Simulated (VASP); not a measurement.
# H4CO in VASP: notebook, part 2 of 2

VASP 6.6.1. Earlier steps stand in the parts before.

### 4 Single point, PBE+D3(BJ)

File INCAR:

```
SYSTEM = H4CO
PREC = Accurate
ENCUT = 520
EDIFF = 1E-6
ISMEAR = -1
SIGMA = 0.02
LREAL = Auto
LASPH = .True.
NELM = 100
ALGO = Fast
ISIF = 2
LWAVE = .False.
LCHARG = .True.
GGA = PE
IVDW = 12
LELF = .True.
LVHAR = .True.
NBANDS = 66
```

File KPOINTS:

```
Automatic mesh
0
Gamma
  1 1 1
  0 0 0
```

File POSCAR:

```
H4CO
1.0
    7.3803230000      0.0000000000      0.0000000000
    0.0000000000      7.3803230000      0.0000000000
    0.0000000000      0.0000000000      7.3803230000
C O H
6 6 24
Direct
    0.4325149455      0.4394929599      0.9065185900
    0.8826578457      0.1739083777      0.1142361926
    0.9181982957      0.4703181690      0.6604724482
    0.6667458863      0.9032396008      0.6404191253
    0.0047016912      0.7433956481      0.2073350990
    0.4665513962      0.3779238388      0.3807963418
    0.2436749719      0.4528934574      0.9333602337
    0.7188167781      0.1086266821      0.0430739955
    1.0033436206      0.6320048594      0.7359298502
    0.7299680515      0.8258581637      0.8103574871
    0.0596450860      0.5624550579      0.2457345024
    0.4196293306      0.5488242181      0.4693155029
    0.4984199201      0.5660185875      0.9648900190
    0.1894768020      0.3323160788      0.9579120047
    0.5085278788      0.3176690234      0.9559202219
    0.4617142095      0.4253743366      0.7609829543
    0.8469954499      0.3209886613      0.1445736183
    0.7353065713     -0.0277359135      0.0097014724
    0.9055701221      0.1084369885      0.2463306823
    1.0102132386      0.1603452857      0.0285624355
    0.7846404554      0.4544516548      0.7232339289
    1.0975400399      0.5960308241      0.8169696638
    0.8902049409      0.4613754710      0.5008452882
    1.0102538873      0.3533449688      0.6918802876
    0.5444748150      0.9689684313      0.6768673946
    0.8251806865      0.7465120429      0.7790715935
    0.7514847250      1.0017176755      0.5815870118
    0.6287529692      0.7966047014      0.5429843653
   -0.1074207728      0.7645193849      0.3025341845
    0.1535840640      0.5276056346      0.1610092133
    0.1134096706      0.8410201017      0.2495554734
   -0.0412312578      0.7668499062      0.0693465584
    0.4448179301      0.2573871089      0.4608063902
    0.2897163173      0.5692433786      0.4513217104
    0.4026788529      0.3542663377      0.2511678689
    0.6057051975      0.3860671139      0.3609056135
```

Launch:

```bash
cat potpaw_PBE.64/C/POTCAR potpaw_PBE.64/O/POTCAR potpaw_PBE.64/H/POTCAR > POTCAR
mpirun -np 1 vasp_gam > vasp.out
```

Wall time 34 s (1 thread of AMD EPYC 9R45 (Zen 5), shared host); peak memory 0.37 GiB.

It converged, with:

- Free energy: -182.6172 eV
- Pressure: 0.3 GPa
- Largest force: 2.656 eV/Å
- Band gap on the k mesh: 4.49 eV, direct
- Dispersion energy per atom: -0.035 eV

Forces on the atoms (eV/Å):
```
C    2.498  0.226 -0.511
C   -0.593  1.392  0.918
C    0.373 -0.858 -1.203
C   -0.825 -1.706  1.093
C    0.408  0.354  1.484
C   -1.166  0.991  0.653
O   -0.973 -1.062  1.025
O    0.173 -2.410 -0.960
O   -1.376  0.026 -2.272
O   -1.959  1.633 -0.154
O   -0.078 -0.135  0.294
O   -0.257 -0.943 -0.474
H   -0.464 -0.954 -0.632
H    0.303  0.612 -0.260
H   -0.899  0.306  0.704
H   -0.156  0.759 -0.110
H    1.034 -0.861 -0.270
H   -0.433  2.000 -0.154
H    0.506  0.045  0.094
H   -0.805  0.008  0.166
H   -0.013 -0.252  0.194
H    1.052 -0.757  0.685
H    0.888  0.908  2.189
H   -0.719  0.330 -0.144
H   -1.241  0.742  0.157
H    2.023 -1.209 -0.153
H    1.417  0.988 -0.540
H    0.220 -0.013  0.034
H   -0.226  0.289 -0.171
H    0.321 -0.048 -0.585
H   -0.359 -0.216 -0.469
H    0.024 -0.049 -0.376
H   -0.440 -0.428  0.762
H   -0.007 -0.065 -0.011
H   -0.385  0.260 -0.502
H    2.135  0.097 -0.498
```

Stress tensor (GPa, compression positive):
```
 2.27 -0.58 -0.82
-0.58 -1.03 -1.15
-0.82 -1.15 -0.35
```

Levels at points of the mesh, in eV from the valence-band top:
```tsv
k point	band 38	band 39	band 40	band 41	band 42	band 43	band 44	band 45	band 46	band 47
(0.00, 0.00, 0.00)	-0.66	-0.53	-0.35	-0.21	0.00	4.49	5.86	6.08	6.24	6.71
```

### 5 Single point, PBE+D3(BJ)

File INCAR:

```
PREC = Accurate
ENCUT = 520
EDIFF = 1E-6
ISMEAR = -1
SIGMA = 0.02
LREAL = Auto
LASPH = True
NELM = 100
ALGO = Normal
ISIF = 2
LWAVE = False
LCHARG = False
GGA = PE
IVDW = 12
NBANDS = 66
```

File KPOINTS:

```
regular mesh
0
Gamma
  1 1 1
```

File POSCAR:

```
H4CO
1.0
    7.3803230000      0.0000000000      0.0000000000
    0.0000000000      7.3803230000      0.0000000000
    0.0000000000      0.0000000000      7.3803230000
C O H
6 6 24
Direct
    0.4388561314      0.4562943925      0.9149193064
    0.9273306873      0.1548306219      0.0613794274
    0.8996760711      0.4373385826      0.6883845057
    0.6451750147      0.9434004447      0.6148375891
   -0.0491577401      0.7196026515      0.1709139288
    0.4716866728      0.3981397562      0.4086813003
    0.2628340250      0.4117841455      0.9773149495
    0.7433143509      0.1022719466      0.0812837053
    1.0220826378      0.5900012777      0.6968258706
    0.7223396591      0.8664932416      0.7803452505
    0.0749425195      0.6034559734      0.2623733406
    0.3886279774      0.5526180900      0.4979456861
    0.4650609465      0.5753135737      0.9969346870
    0.2410599103      0.2925075230      0.9318697840
    0.5403693036      0.3454591351      0.9535219529
    0.4523650252      0.4699116827      0.7627985930
    0.9372489524      0.3067751913      0.0542930167
    0.7249005226      0.0478569840     -0.0402827898
    0.9875042054      0.1072039801      0.1876747129
    0.9912167801      0.1033423605     -0.0588998612
    0.8874950324      0.4156864137      0.8327142322
    1.1066453325      0.5394343852      0.7790851430
    0.7653594565      0.4583810221      0.6213549190
    0.9696865571      0.3276956849      0.6155150662
    0.5390820971      1.0312827772      0.6564211350
    0.8451120635      0.8090838301      0.7533952105
    0.7376370926      1.0209444763      0.5327815598
    0.5827658220      0.8325380881      0.5321989295
   -0.1247641872      0.8022142120      0.2695139495
    0.1307395354      0.5253699601      0.1716591537
    0.0249040591      0.8159669977      0.0839394157
   -0.1479474543      0.6371807846      0.0941422211
    0.3881266443      0.2854211123      0.4490182882
    0.2667362932      0.5742025112      0.4563892393
    0.4682586385      0.3951724064      0.2657742757
    0.6005834704      0.3790213518      0.4651964419
```

Launch:

```bash
cat potpaw_PBE.64/C/POTCAR potpaw_PBE.64/O/POTCAR potpaw_PBE.64/H/POTCAR > POTCAR
mpirun -np 1 vasp_gam > vasp.out
```

Wall time 33 s (1 thread of AMD EPYC 9R45 (Zen 5), shared host); peak memory 0.34 GiB.

The run converged. Its results:

```yaml
Free_energy: -182.4963 eV
Pressure: 1.1 GPa
Largest_force: 3.017 eV/Å
Band_gap_on_the_k_mesh: 4.37 eV, direct
Dispersion_energy_per_atom: -0.035 eV
```

Forces on the atoms (eV/Å):
```
C    1.976 -0.793 -0.142
C   -0.385  1.622  1.746
C    0.028  0.234 -0.169
C    0.010 -1.970  0.076
C   -0.091  0.038  0.011
C   -2.633  0.510  1.382
O   -0.956 -0.076 -0.321
O   -0.235 -0.180 -1.502
O   -1.328  1.049 -1.692
O    1.390  0.116 -0.638
O    0.047 -0.168  0.440
O    1.580  0.046 -0.099
H    0.788  0.595 -0.490
H   -0.586 -0.915 -0.036
H   -0.695  0.797  0.062
H   -0.525  0.555  1.031
H    0.096 -0.650  0.246
H   -0.788 -0.530  0.442
H    0.915  0.137 -0.074
H    0.378 -0.631 -0.583
H   -1.001 -1.177  0.189
H    1.564  0.103  1.130
H    0.908  0.572  0.435
H   -0.176 -0.329  0.116
H   -0.921  0.739  0.428
H   -1.391  0.399  0.118
H    0.746  0.285 -0.273
H    0.274  0.417  0.218
H    0.102 -0.257  0.063
H    0.170 -0.058 -0.191
H   -0.174 -0.206 -0.202
H    0.031  0.365 -0.095
H   -0.202 -1.135  0.153
H   -0.772  0.004 -0.529
H    0.306  0.560 -1.539
H    1.549 -0.064  0.292
```

Stress tensor (GPa, compression positive):
```
 1.97  1.64  0.83
 1.64  0.85 -0.78
 0.83 -0.78  0.60
```

Levels at points of the mesh, in eV from the valence-band top:
```csv
k point,band 40,band 41,band 42,band 43,band 44,band 45
"(0.00, 0.00, 0.00)",-0.32,-0.16,0.00,4.37,5.72,6.09
```

### 6 Single point, PBE+D3(BJ)

File INCAR:

```
SYSTEM = H4CO
PREC = Accurate
ENCUT = 520
EDIFF = 1E-7
ISMEAR = -1
SIGMA = 0.02
LREAL = Auto
LASPH = .TRUE.
NELM = 100
ALGO = Normal
ISIF = 2
LWAVE = .FALSE.
LCHARG = .FALSE.
GGA = PE
IVDW = 12
NBANDS = 66
```

File KPOINTS:

```
regular mesh
0
G
  1 1 1
  0 0 0
```

File POSCAR:

```
H4CO
1.0
    7.3803230000      0.0000000000      0.0000000000
    0.0000000000      7.3803230000      0.0000000000
    0.0000000000      0.0000000000      7.3803230000
C O H
6 6 24
Direct
    0.4699116827      0.4909541222      0.9441727686
    0.9551885466      0.1452781945      0.0840342625
    0.8774954700      0.4384360955      0.6478307250
    0.6328449310      0.9607574086      0.5970063912
   -0.0849827304      0.6596730252      0.2035683262
    0.4221224464      0.4032208346      0.4023807630
    0.2999326723      0.4021368712      0.9654049017
    0.7682590586      0.0961882021      0.0850233791
    1.0002272258      0.5811398769      0.7074893606
    0.7478398981      0.9102176151      0.7494929422
    0.0913916640      0.6014099925      0.2553953262
    0.3622876668      0.5469679308      0.5214405928
    0.4783259486      0.6004073263      1.0384775842
    0.3214222467      0.2863695803      1.0259307079
    0.5798526704      0.3839940339      0.9665837119
    0.4822959646      0.5208444129      0.7940031893
    0.9772065532      0.2850688242      0.1403055124
    0.7390462450      0.0787499409     -0.0437785718
    1.0447103738      0.0386161961      0.1457930771
    0.9908373929      0.1588412865     -0.0536426387
    0.8520223302      0.3631412880      0.7703185890
    1.1099649704      0.5154923436      0.7364176338
    0.7587066311      0.4821198205      0.5710454678
    0.9534813043      0.3567594535      0.5506263073
    0.5574010785      1.0823781019      0.6289020142
    0.8442855414      0.8243541644      0.7173263284
    0.7174482743      0.9895095377      0.4748843648
    0.5309659211      0.8446920277      0.5565745564
   -0.1083963398      0.8065094170      0.2091100891
    0.1437335466      0.5281476163      0.1591529260
   -0.1025293879      0.6291865546      0.0600380227
   -0.1864552541      0.5800830126      0.2978595923
    0.2932120993      0.3378713913      0.3484806830
    0.2503006982      0.5870339279      0.4613483719
    0.4904527891      0.4635027491      0.2874128951
    0.5029183682      0.3072629748      0.4748301666
```

Potentials or basis: VASP PAW PBE potentials, release 64 (C, O, H).

Launch:

```bash
cat potpaw_PBE.64/C/POTCAR potpaw_PBE.64/O/POTCAR potpaw_PBE.64/H/POTCAR > POTCAR
mpirun -np 1 vasp_gam > vasp.out
```

Run time: 34 s. Hardware: 1 thread of AMD EPYC 9R45 (Zen 5), shared host; peak memory 0.35 GiB.

The run converged. Its results:

```
Free energy                : -182.6633 eV
Pressure                   : -0.6 GPa
Largest force              : 3.216 eV/Å
Band gap on the k mesh     : 4.75 eV, direct
Dispersion energy per atom : -0.035 eV
```

Forces in eV/Å, atoms in the order of the input:
```
C    1.447 -2.140 -1.916
C    0.066  0.427  0.824
C    1.416  0.134 -0.165
C    0.228 -2.189 -1.040
C   -1.263 -1.179  0.793
C   -2.266  0.598 -0.332
O   -1.160 -0.610  0.430
O   -0.281  0.192  0.189
O   -1.114  0.499 -0.561
O   -0.584  0.587 -0.151
O    0.543  0.444  0.507
O    0.122 -0.381 -0.104
H    0.387  0.962  0.225
H   -0.155  0.256 -0.177
H   -0.526  1.119  0.242
H   -0.133  0.609  1.201
H   -0.119 -0.885  0.289
H   -0.069 -0.626  0.268
H   -0.437  0.631  0.005
H    0.914 -0.004 -1.521
H   -0.868 -0.707  0.149
H    0.584  0.126  0.217
H   -0.132  0.621  0.575
H    0.053 -0.528 -0.113
H   -0.176  0.266  0.443
H   -0.255  0.034 -0.201
H   -0.295 -0.035  0.315
H    1.154  1.315  0.640
H    0.236 -0.061  0.605
H    0.172 -0.031 -0.409
H   -0.458 -0.367 -0.212
H    0.844  1.228 -1.480
H    1.083 -0.097  0.331
H   -0.101  0.378  0.142
H    0.609 -0.099 -0.342
H    0.536 -0.487  0.333
```

Stress tensor (GPa, compression positive):
```
-0.57  0.39 -0.75
 0.39 -0.85  0.37
-0.75  0.37 -0.32
```

Levels at points of the mesh, in eV from the valence-band top:
```tsv
k point	band 39	band 40	band 41	band 42	band 43	band 44	band 45	band 46
(0.00, 0.00, 0.00)	-0.43	-0.34	-0.08	0.00	4.75	5.85	6.23	6.42
```
